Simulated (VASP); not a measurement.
Here is a VASP 6.6.1 calculation.

Contents of INCAR:

```
PREC = Accurate
ENCUT = 600
EDIFF = 1E-7
ISMEAR = 0
SIGMA = 0.03
LREAL = False
LASPH = True
NELM = 80
ALGO = Normal
ISIF = 3
LWAVE = False
LCHARG = False
IBRION = 2
NSW = 90
EDIFFG = -0.005
LATTICE_CONSTRAINTS = .TRUE. .TRUE. .FALSE.
```

Contents of KPOINTS:

```
Automatic mesh
0
Gamma
  9 9 1
```

File POSCAR:

```
As                                      
1.0
    3.5188999432     -0.0000000000      0.0000000000
   -1.7594499716      3.0474567446      0.0000000000
    0.0000000000      0.0000000000     19.2510060700
  As            
     2
Direct
     0.3333333300000021    0.6666666699999979    0.4639249428142925
     0.6666666699999979    0.3333333300000021    0.5360750571857075
```

Potentials or basis: VASP PAW LDA potentials, release 64 (As).

The run is started by

```bash
$ cat potpaw_LDA.64/As/POTCAR > POTCAR
$ mpirun -np 1 vasp_std > vasp.out
```

(1) Estimate the band gap on the k mesh.

## Answers

(1) 1.41 eV, indirect (least direct gap 2.08 eV).

Caveat: the relaxation stopped at its first step, so nothing moved.
